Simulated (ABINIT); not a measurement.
Crystal: Ta.

```
Ta
1.0
     2.90037    0.00000    0.00000
    -1.45019    2.51180    0.00000
     0.00000    0.00000    5.16627
Ta
2
Cartesian
  0.0000 1.6745 1.2916
  1.4502 0.8373 3.8747
```

This isn't the form of Ta at room conditions, which is bcc.

| Property | Result |
| --- | --- |
| Program | ABINIT 10.8.3 (patched build) |
| Task | relaxation of cell and atoms |
| Functional | PBEsol |
| Potentials or basis | JTH PAW PBE v2.0 |
| Cutoff | 517 eV |
| k mesh | 11 × 11 × 5 |
| Occupations | fermi-dirac, width 0.05 eV |
| Spin | no spin polarisation |

At the start: pressure -7.2 GPa; volume 18.82 Å³/atom.

Problem. Where does the relaxation end?

Solution. Over 5 steps the energy falls by 16.3 meV/atom and the volume is 18.13 Å³/atom (-3.7 %); space group P6_3/mmc (No. 194, to 0.05 Å).

Step by step:
| step | energy change (eV) | largest force (eV/Å) | pressure (GPa) | volume (Å³) |
| --- | --- | --- | --- | --- |
| 1 | 0.0000 | 0.0000 | -7.16 | 37.64 |
| 2 | -0.0269 | 0.0000 | -3.10 | 36.82 |
| 3 | -0.0325 | 0.0000 | 0.19 | 36.22 |
| 4 | -0.0326 | 0.0000 | 0.00 | 36.26 |
| 5 | -0.0326 | 0.0000 | 0.00 | 36.26 |

Final structure:
```
CELL_PARAMETERS angstrom
2.86100 0.00000 0.00000
-1.43050 2.47770 0.00000
0.00000 0.00000 5.11492
ATOMIC_POSITIONS crystal
Ta 0.33333 0.66667 0.25000
Ta 0.66667 0.33333 0.75000
```

Caveat: the PAW data sets were made with another functional, which shifts forces and pressure a little.
